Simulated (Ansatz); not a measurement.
Starting structure of a cell relaxation (symmetry kept):

```xyz
3
Lattice="3.6347 0.0000 0.0000 -1.8173 3.1477 0.0000 0.0000 0.0000 5.7209" Properties=species:S:1:pos:R:3 pbc="T T T"
Zr    0.0000    0.0000    0.0000
S     1.8173    1.0492    4.2604
S     0.0000    2.0985    1.4606
```

Computed with DFT LDA, scalar-relativistic, plane waves, PAW (Ansatz 0.2.0).

Settings: cutoff 420 eV, Γ-centred mesh 12×12×6 on the computed 3-atom cell, Gaussian smearing of 0.02 eV; no spin polarisation.

Problem. What does it relax to?

Solution. The volume falls by 0.72 Å³/atom to 21.10 Å³/atom, and the energy falls by 5.9 meV/atom. Final structure:
```cif
data_structure
_symmetry_space_group_name_H-M 'P 1'
_symmetry_Int_Tables_number 1
_cell_length_a 3.5956
_cell_length_b 3.5956
_cell_length_c 5.6539
_cell_angle_alpha 90.000
_cell_angle_beta 90.000
_cell_angle_gamma 120.000
_cell_volume 63.30
loop_
_atom_site_label
_atom_site_type_symbol
_atom_site_fract_x
_atom_site_fract_y
_atom_site_fract_z
_atom_site_occupancy
Zr1 Zr 0.00000 0.00000 0.00000 1
S1 S 0.66667 0.33333 0.74331 1
S2 S 0.33333 0.66667 0.25669 1
```

The cell holds layers, and where no dispersion correction was added their binding is poorly described.

Cost: 1 run of about 0.52 core-minutes, on Intel Xeon Platinum 8259CL (Skylake/Cascade Lake) (shared hosts).